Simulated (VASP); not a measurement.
A run of VASP 6.6.1 is set up as follows.

The input INCAR:

```
PREC = Accurate
ENCUT = 520
EDIFF = 1E-6
ISMEAR = 0
SIGMA = 0.02
LREAL = False
LASPH = True
NELM = 60
ALGO = Normal
ISIF = 2
LWAVE = False
LCHARG = False
GGA = PS
NBANDS = 17
```

The input KPOINTS:

```
regular mesh
0
Gamma
  10 10 10
```

File POSCAR:

```
PbS
1.0
    0.0000000000      2.9880867000      2.9880867000
    2.9880867000      0.0000000000      2.9880867000
    2.9880867000      2.9880867000      0.0000000000
Pb S
1 1
Direct
    0.5000000000      0.5000000000      0.5000000000
    0.0000000000      0.0000000000      0.0000000000
```

Potentials or basis: VASP PAW PBE potentials, release 64 (Pb_d, S).

Launch:

```console
$ cat potpaw_PBE.64/Pb_d/POTCAR potpaw_PBE.64/S/POTCAR > POTCAR
$ mpirun -np 1 vasp_std > vasp.out
```

(1) Estimate the pressure.

(2) Estimate the band gap on the k mesh.

## Answers

(1) -2.1 GPa.

(2) 0.34 eV, direct.

Caveat: the PAW data sets were made with another functional, which shifts forces and pressure a little; spin-orbit coupling is left out, which as a rule narrows the gap of such compounds by several tenths of an eV.
